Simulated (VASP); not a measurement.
Here is a VASP 6.6.1 calculation.

File INCAR:

```
SYSTEM = S
PREC = Accurate ; ENCUT = 400
EDIFF = 1E-6 ; ISMEAR = 0
SIGMA = 0.01 ; LREAL = .False.
LASPH = .True. ; NELM = 80
ALGO = Normal ; ISIF = 2
LWAVE = .False. ; LCHARG = .False.
ISPIN = 2 ; MAGMOM = 2.1
LORBIT = 11 ; NUPDOWN = 2
GGA = PE ; IVDW = 13
ISYM = 0
```

The input KPOINTS:

```
Automatic mesh
0
Gamma
  1 1 1
  0 0 0
```

The input POSCAR:

```
S                                       
1.0
   10.5000000000      0.0000000000      0.0000000000
    0.0000000000     11.0000000000      0.0000000000
    0.0000000000      0.0000000000     11.5000000000
  S             
     1
Selective dynamics
Direct
     0.5000000000000000    0.5045454544999970    0.5000000000000000   F   F   F
```

Potentials or basis: VASP PAW PBE potentials, release 64 (S).

Launch:

```sh
$ cat potpaw_PBE.64/S/POTCAR > POTCAR
$ mpirun -np 4 vasp_gam > vasp.out
```

(1) What does it give for the dispersion energy per atom?

## Answers

(1) 0.000 eV.

Caveat: the total moment is fixed, so each spin has its own Fermi level.
